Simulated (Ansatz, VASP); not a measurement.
## Ge in VASP and in Ansatz

The input INCAR:

```
SYSTEM = Ge
  ALGO = Normal
  EDIFF = 1E-6
  ENCUT = 520
  GGA = PS
  ISIF = 2
  ISMEAR = -1
  LASPH = .TRUE.
  LCHARG = .FALSE.
  LREAL = .FALSE.
  LWAVE = .FALSE.
  NBANDS = 21
  NELM = 60
  PREC = Accurate
  SIGMA = 0.05
```

File KPOINTS:

```
k-points
0
G
  11 11 11
  0 0 0
```

POSCAR

```
Ge
1.0
   -2.4791465020      2.6330714371      1.4273027698
    2.4791465020     -2.6330714371      1.4273027698
    2.4791465020      2.6330714371     -1.4273027698
Ge
2
Direct
    0.3140570000      0.0640570000      0.2500000000
    0.6859430000      0.9359430000      0.7500000000
```

input.yaml

```yaml
crystal:
  lattice:
    - [-2.479146502, 2.6330714371, 1.4273027698]
    - [2.479146502, -2.6330714371, 1.4273027698]
    - [2.479146502, 2.6330714371, -1.4273027698]
  atoms:
    - { symbol: Ge, position: [0.314057, 0.064057, 0.25] }
    - { symbol: Ge, position: [0.685943, 0.935943, 0.75] }
kpoints:
  mp_grid: { grid: [11, 11, 11] }
scf:
  occupations: { method: fermi_dirac, width: 0.05 }
hamiltonian:
  xc: pbesol
  pseudopotentials: { kind: all_electron, lapw: { basis_error: 0.0005 } }
output:
  forces: true
  stress: true
  eigenvalues: true
```

Change from the starting cell: volume scaled by 0.98.

Alike in both runs: task single point; functional PBEsol; k mesh 11 × 11 × 11; occupations fermi-dirac, width 0.05 eV; no spin polarisation.

|  | VASP | Ansatz |
| --- | --- | --- |
| version | VASP 6.6.1 | Ansatz 0.2.0 |
| potentials or method | VASP PAW PBE potentials, release 64 (Ge_d) | all-electron LAPW, scalar-relativistic |
| plane-wave cutoff (eV) | 520 | see its input |

Ansatz gave:

| Quantity | Value |
| --- | --- |
| gap on the k mesh at the Fermi level (eV) | none |
| pressure (GPa) | -1.0 |
| largest component of the traceless stress (GPa) | 1.23 |
| rms of the force components (eV/Å) | 0.033 |

Question: Estimate VASP's values.

Answer: gap on the k mesh at the Fermi level (eV): none; pressure (GPa): -1.1; largest component of the traceless stress (GPa): 1.23; rms of the force components (eV/Å): 0.033.

Atom by atom the forces differ by 0.000 eV/Å (rms over components). A gap of «none» marks a metal or a gap that the smearing closes. Ansatz ran all-electron here, so the differences hold the error of VASP's frozen core and of both bases.

Caveats: the PAW data sets were made with another functional, which shifts forces and pressure a little (VASP).
